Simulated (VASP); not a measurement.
# KCl (Cmmm) in VASP: single point with r2SCAN

Aim: the single point of KCl with r2SCAN.

Everything below comes from runs of VASP 6.6.1. Logs are shortened: lines on timing, memory, paths and dates and some standing lists are left out, and cuts for length are marked.

## 1. The cell of the first run

It takes space group Cmmm (No. 65, orthorhombic). Conventional cell: a = 5.294 Å, b = 5.373 Å, c = 3.771 Å, α = 90.00°, β = 90.00°, γ = 90.00°. Around K (site symmetry mmm) lie 8 Cl at 3.25 to 3.28 Å. Around Cl (site symmetry mmm) lie 8 K at 3.25 to 3.28 Å.

The cell was built by a generator and needn't be a form met in nature.

## 2. Single point, r2SCAN (shear_xy strain +1.5%)

File POSCAR:

```
KCl
1.0
    3.7711682906      0.0279066454      0.0000000000
    0.0279066454      3.7711682906      0.0000000000
    0.0000000000      0.0000000000      3.7711682906
K Cl
1 1
Direct
    0.0000000000      0.0000000000      0.0000000000
    0.5000000000      0.5000000000      0.5000000000
```

File INCAR.step1:

```
SYSTEM = KCl
ALGO = Normal
EDIFF = 1E-4
ENCUT = 520
GGA = PE
ISMEAR = 0
LASPH = .True.
LCHARG = .False.
LREAL = .False.
LWAVE = .True.
NBANDS = 15
NELM = 100
PREC = Accurate
SIGMA = 0.01
```

File INCAR.step2:

```
SYSTEM = KCl
ALGO = Normal
EDIFF = 1E-7
ENCUT = 520
ISIF = 2
ISMEAR = 0
ISTART = 1
LASPH = .True.
LCHARG = .False.
LMIXTAU = .True.
LREAL = .False.
LWAVE = .False.
METAGGA = R2SCAN
NBANDS = 15
NELM = 100
PREC = Accurate
SIGMA = 0.01
```

File KPOINTS:

```
k-points
0
Gamma
  8 8 8
  0 0 0
```

Potentials or basis: VASP PAW PBE potentials, release 64 (K_sv, Cl).

Started as:

```sh
$ cat potpaw_PBE.64/K_sv/POTCAR potpaw_PBE.64/Cl/POTCAR > POTCAR
$ cp INCAR.step1 INCAR
$ mpirun -np 1 vasp_std > vasp.out
$ cp INCAR.step2 INCAR
$ mpirun -np 1 vasp_std > vasp.out
```

OUTCAR:

```text
SYSTEM = KCl
   EDIFF = 1E-7
   ENCUT = 520
   ISIF = 2
   ISMEAR = 0
   ISTART = 1
   LASPH = .True.
   LREAL = .False.
   METAGGA = R2SCAN
   NELM = 100
   PREC = Accurate

 ion  position               nearest neighbor table
   1  0.000  0.000  0.000-
   2  0.500  0.500  0.500-

  LATTYP: Found a base centered orthorhombic cell.
 ALAT       =     5.2937713862
 B/A-ratio  =     1.0149103365
 C/A-ratio  =     0.7123783812

  Lattice vectors:

 A1 = (  -0.0279066454,  -3.7711682906,   0.0000000000)
 A2 = (   3.7711682906,   0.0279066454,   0.0000000000)
 A3 = (   0.0000000000,   0.0000000000,   3.7711682906)

Analysis of symmetry for initial positions (statically):
=====================================================================
 Subroutine PRICEL returns:
 Original cell was already a primitive cell.

 Routine SETGRP: Setting up the symmetry group for a
 base centered orthorhombic supercell.

 Subroutine GETGRP returns: Found  8 space group operations
 (whereof  8 operations were pure point group operations)
 out of a pool of  8 trial point group operations.

The static configuration has the point symmetry D_2h.

Analysis of symmetry for dynamics (positions and initial velocities):
=====================================================================
 Subroutine PRICEL returns:
 Original cell was already a primitive cell.

 Routine SETGRP: Setting up the symmetry group for a
 base centered orthorhombic supercell.

 Subroutine GETGRP returns: Found  8 space group operations
 (whereof  8 operations were pure point group operations)
 out of a pool of  8 trial point group operations.

The dynamic configuration has the point symmetry D_2h.

 Subroutine INISYM returns: Found  8 space group operations
 (whereof  8 operations are pure point group operations),
 and found     1 'primitive' translations

----------------------------------------------------------------------------------------

                                     Primitive cell

  volume of cell :      53.6295

  direct lattice vectors                    reciprocal lattice vectors
     3.771168291  0.027906645  0.000000000     0.265184337 -0.001962364  0.000000000
     0.027906645  3.771168291  0.000000000    -0.001962364  0.265184337  0.000000000
     0.000000000  0.000000000  3.771168291     0.000000000  0.000000000  0.265169816

  length of vectors
     3.771271544  3.771271544  3.771168291     0.265191598  0.265191598  0.265169816

  position of ions in fractional coordinates (direct lattice)
     0.000000000  0.000000000  0.000000000
     0.500000000  0.500000000  0.500000000

  ion indices of the primitive-cell ions
   primitive index   ion index
                 1           1
                 2           2

----------------------------------------------------------------------------------------

 KPOINTS: k-points

Automatic generation of k-mesh.
 Grid dimensions read from file:
 generate k-points for:    8    8    8

 Generating k-lattice:

  Cartesian coordinates                     Fractional coordinates (reciprocal lattice)
     0.033148042 -0.000245296  0.000000000     0.125000000 -0.000000000  0.000000000
    -0.000245296  0.033148042  0.000000000    -0.000000000  0.125000000  0.000000000
     0.000000000  0.000000000  0.033146227     0.000000000  0.000000000  0.125000000

  Length of vectors
     0.033148950  0.033148950  0.033146227

  Shift w.r.t. Gamma in fractional coordinates (k-lattice)
     0.000000000  0.000000000  0.000000000

 Subroutine IBZKPT returns following result:
 ===========================================

 Found    105 irreducible k-points:

 Following reciprocal coordinates:
            Coordinates               Weight
  0.000000  0.000000  0.000000      1.000000
  0.125000  0.000000  0.000000      4.000000
  0.250000  0.000000  0.000000      4.000000
  0.375000  0.000000  0.000000      4.000000
  0.500000  0.000000  0.000000      2.000000
  0.125000  0.125000  0.000000      2.000000
[... 16 lines left out ...]
  0.125000  0.000000  0.125000      8.000000
  0.250000  0.000000  0.125000      8.000000
 [... further k-points ...]
   k-points           NKPTS =    105   k-points in BZ     NKDIM =    105   number of bands    NBANDS=     15
   number of dos      NEDOS =    301   number of ions     NIONS =      2
   total plane-waves  NPLWV =  21952
   dimension x,y,z NGX =    28 NGY =   28 NGZ =   28
   dimension x,y,z NGXF=    56 NGYF=   56 NGZF=   56
   ions per type =               1   1
   NGX,Y,Z   is equivalent  to a cutoff of  12.34, 12.34, 12.34 a.u.
   NGXF,Y,Z  is equivalent  to a cutoff of  24.69, 24.69, 24.69 a.u.
 SYSTEM =  KCl
   PREC   = accura    normal or accurate (medium, high low for compatibility)
   ISTART =      1    job   : 0-new  1-cont  2-samecut
   ICHARG =      0    charge: 1-file 2-atom 10-const
   ISPIN  =      1    spin polarized calculation?
   LNONCOLLINEAR =      F non collinear calculations
   LSORBIT =      F    spin-orbit coupling
   LASPH  =      T    aspherical Exc in radial PAW
   ENCUT  =  520.0 eV  38.22 Ry    6.18 a.u.   7.01  7.01  7.01*2*pi/ulx,y,z
   NELM   =    100;   NELMIN=  2; NELMDL=  0     # of ELM steps
   EDIFF  = 0.1E-06   stopping-criterion for ELM
   LREAL  =      F    real-space projection
   EDIFFG = 0.1E-05   stopping-criterion for IOM
   NSW    =      0    number of steps for IOM
   IBRION =     -1    ionic relax: 0-MD 1-quasi-New 2-CG
   NFREE  =      0    steps in history (QN), initial steepest desc. (CG)
   ISIF   =      2    stress and relaxation
   ISYM   =      2    0-nonsym 1-usesym 2-fastsym
   POTIM  = 0.5000    time-step for ionic-motion
   TEBEG  =    0.0;   TEEND  =   0.0 temperature during run
   PSTRESS=    0.0 pullay stress
   NELECT =      16.0000    total number of electrons
   NUPDOWN=      -1.0000    fix difference up-down
   EMIN   =  10.00;   EMAX   =-10.00  energy-range for DOS
   EFERMI =   0.00;   METHOD = LEGACY
   ISMEAR =     0;   SIGMA  =   0.01  broadening in eV -4-tet -1-fermi 0-gaus
   EFERMI_NEDOS =   21; number of points for ismear=-14 and -15
   IALGO  =     38    algorithm
   IMIX   =      4    mixing-type and parameters
     AMIX     =   0.40;   BMIX     =  1.00
     AMIX_MAG =   1.60;   BMIX_MAG =  1.00
  volume/ion in A,a.u.               =      26.81       180.95
  Fermi-wavevector in a.u.,A,eV,Ry     =   1.093906  2.067183 16.281157  1.196631
  Thomas-Fermi vector in A             =   2.230201
   LORBIT       =      0    0 simple, 1 ext, 2 COOP (PROOUT), +10 PAW based schemes
   METAGGA = R2SCAN    functional components
   LHFCALC =     F    Hartree Fock is set to
   AEXX    =    0.0000 exact exchange contribution
   IVDW    =     0    specifies the selected vdW correction
   LEPSILON=     F    determine dielectric tensor
   LRPA    =     F    only Hartree local field effects (RPA)
 non-spin polarized calculation
 Gauss-broadening in eV      SIGMA  =   0.01
  energy-cutoff  :      520.00
  volume of cell :       53.63
 maximum number of plane-waves:      1468
   NGX = 15   NGY = 15   NGZ = 15

 number of electron      16.0000004 magnetization

 Free energy of the ion-electron system (eV)
  ---------------------------------------------------
  ext. energy  EPLUGINS =         0.00000000
  ---------------------------------------------------
  free energy    TOTEN  =       -16.40735128 eV

  energy without entropy =      -16.40735128  energy(sigma->0) =      -16.40735128

 E-fermi :  -0.7818     XC(G=0):  -8.7339

 val. band max:       -0.9593465289   @ k =   0.5000   0.5000   0.0000
 cond. band min:       4.8482950779   @ k =   0.0000   0.0000   0.0000
 fundamental gap:      5.8076416068
 Fermi energy:        -0.7818084241

 k-point     1 :       0.0000    0.0000    0.0000
  band No.  band energies     occupation
      1     -30.0446      2.00000
      2     -14.1934      2.00000
      3     -12.6534      2.00000
      4     -12.6534      2.00000
      5     -12.6533      2.00000
      6      -1.1826      2.00000
      7      -1.1753      2.00000
      8      -1.1676      2.00000
      9       4.8483      0.00000
     10       6.1330      0.00000
     11       6.1346      0.00000
     12      10.6005      0.00000
     13      10.6399      0.00000
     14      10.6873      0.00000
     15      13.6588      0.00000

 k-point     2 :       0.1250    0.0000    0.0000
  band No.  band energies     occupation
      1     -30.0411      2.00000
      2     -14.2146      2.00000
      3     -12.6484      2.00000
      4     -12.6480      2.00000
      5     -12.6368      2.00000
      6      -1.4843      2.00000
      7      -1.1775      2.00000
      8      -1.1772      2.00000
      9       5.2251      0.00000
     10       6.2702      0.00000
     11       6.4910      0.00000
     12      10.5745      0.00000
     13      10.5789      0.00000
     14      10.7344      0.00000
     15      13.0250      0.00000

 k-point     3 :       0.2500    0.0000    0.0000
  band No.  band energies     occupation
      1     -30.0329      2.00000
      2     -14.2681      2.00000
      3     -12.6362      2.00000
      4     -12.6351      2.00000
      5     -12.5915      2.00000
      6      -2.1199      2.00000
      7      -1.1833      2.00000
      8      -1.1832      2.00000
      9       6.1046      0.00000
     10       6.6645      0.00000
     11       7.3703      0.00000
     12      10.4885      0.00000
     13      10.4915      0.00000
     14      10.9463      0.00000
     15      11.7346      0.00000
[... 343 lines left out ...]
 k-point    23 :       0.1250    0.0000    0.1250
  band No.  band energies     occupation
      1     -30.0378      2.00000
      2     -14.2229      2.00000
      3     -12.6914      2.00000
      4     -12.6430      2.00000
      5     -12.5897      2.00000
      6      -1.5510      2.00000
      7      -1.3811      2.00000
      8      -1.1742      2.00000
      9       5.5578      0.00000
     10       6.4973      0.00000
     11       6.7251      0.00000
     12      10.2899      0.00000
     13      10.4590      0.00000
     14      10.9861      0.00000
     15      13.0617      0.00000

 k-point    24 :       0.2500    0.0000    0.1250
  band No.  band energies     occupation
      1     -30.0296      2.00000
      2     -14.2481      2.00000
      3     -12.7072      2.00000
      4     -12.6309      2.00000
      5     -12.5562      2.00000
      6      -2.0860      2.00000
      7      -1.4072      2.00000
      8      -1.1681      2.00000
      9       6.3260      0.00000
     10       6.8603      0.00000
     11       7.5319      0.00000
     12      10.0536      0.00000
     13      10.2373      0.00000
     14      11.1028      0.00000
     15      12.2074      0.00000

 [... further k-points ...]

------------------------ aborting loop because EDIFF is reached ----------------------------------------

  FORCE on cell =-STRESS in cart. coord.  units (eV):
  Direction    XX          YY          ZZ          XY          YZ          ZX
  --------------------------------------------------------------------------------------
  -------------------------------------------------------------------------------------
  Total       -0.0134224     -0.0134224     -0.0129694     -0.0406203      0.0000000      0.0000000
  in kB       -0.4009940     -0.4009940     -0.3874609     -1.2135285      0.0000000      0.0000000
  external PRESSURE =      -0.3964830 kB  Pullay stress =       0.0000000 kB

 VOLUME and BASIS-vectors are now :
 -----------------------------------------------------------------------------
  energy-cutoff  :      520.00
  volume of cell :       53.63
      direct lattice vectors                 reciprocal lattice vectors
     3.771168291  0.027906645  0.000000000     0.265184337 -0.001962364  0.000000000
     0.027906645  3.771168291  0.000000000    -0.001962364  0.265184337  0.000000000
     0.000000000  0.000000000  3.771168291     0.000000000  0.000000000  0.265169816

 POSITION                                       TOTAL-FORCE (eV/Angst)
 -----------------------------------------------------------------------------------
      0.00000      0.00000      0.00000        -0.000000     -0.000000      0.000000
      1.89954      1.89954      1.88558         0.000000      0.000000      0.000000
 -----------------------------------------------------------------------------------
    total drift:                               -0.000000      0.000000      0.000000

  FREE ENERGIE OF THE ION-ELECTRON SYSTEM (eV)
  ---------------------------------------------------
  free  energy   TOTEN  =       -16.4073512835 eV

  energy  without entropy=      -16.4073512835  energy(sigma->0) =      -16.40735128
```

It took 3.7 min on 1 thread of AMD EPYC 7R13 (Zen 3), shared host; peak memory 0.19 GiB.

What came out:

* Free energy: -16.4074 eV
* Pressure: 0.0 GPa
* Band gap on the k mesh: 5.81 eV, indirect (least direct gap 6.02 eV)

Caveat: the PAW data sets were made with another functional, which shifts forces and pressure a little. A k mesh can miss the band edges.
